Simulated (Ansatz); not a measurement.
Stationary points along a deformation path in NaI

Method: DFT r2SCAN, scalar-relativistic, plane waves, PAW (Ansatz). Cutoff 500 eV, Γ-centred 8×8×8 k-points, Gaussian smearing of 0.05 eV. Spin–orbit coupling is left out, which matters for the heavy elements here. No spin polarisation. Energies are free energies at this smearing, counted from the undisturbed cell; pressure is positive in compression.

Zero of the scan (as given, not relaxed at this level; it stands at -0.1 GPa):

```
CELL_PARAMETERS angstrom
0.00000 3.23640 3.23640
3.23640 0.00000 3.23640
3.23640 3.23640 0.00000
ATOMIC_POSITIONS crystal
Na 0.00000 0.00000 0.00000
I 0.50000 0.50000 0.50000
```

At fixed volume and fractional coordinates, lengths along (0.577, 0.577, 0.577) are scaled against those across it; ρ is that ratio over its starting value. V = 33.899 Å³/atom. Δσ is the stress along the axis less the mean stress across it (compression positive).

```csv
ρ,ΔE (meV/atom),Δσ (GPa),space group
0.500,176.9,0.00,Pm-3m
0.600,152.9,1.93,R-3m
0.710,92.5,2.89,R-3m
0.850,25.8,2.07,R-3m
1.000,0.0,0.00,Fm-3m
1.410,184.4,-8.87,R-3m
2.000,960.2,-16.65,R-3m
```

How does the stress give the slope of the energy, and where is the energy stationary?

Along the path d ln(length) is 2/3 d ln ρ on the axis and −1/3 d ln ρ across it, so dE/d ln ρ = −(2/3) V Δσ: the energy falls with ρ where Δσ is positive. Δσ vanishes or changes sign at ρ = 0.500 (Pm-3m, an end of the scan), at 176.9 meV/atom; at ρ = 1.000 (Fm-3m), a minimum at 0.0 meV/atom. Pairs of stationary points between two samples would go unseen, and could change a minimum read from distant neighbours into a maximum. At ρ = 0.500, 1.000 the cell is cubic, where symmetry alone makes the stress isotropic and the slope zero.

The gap closes along the scan, which can put kinks into the curve.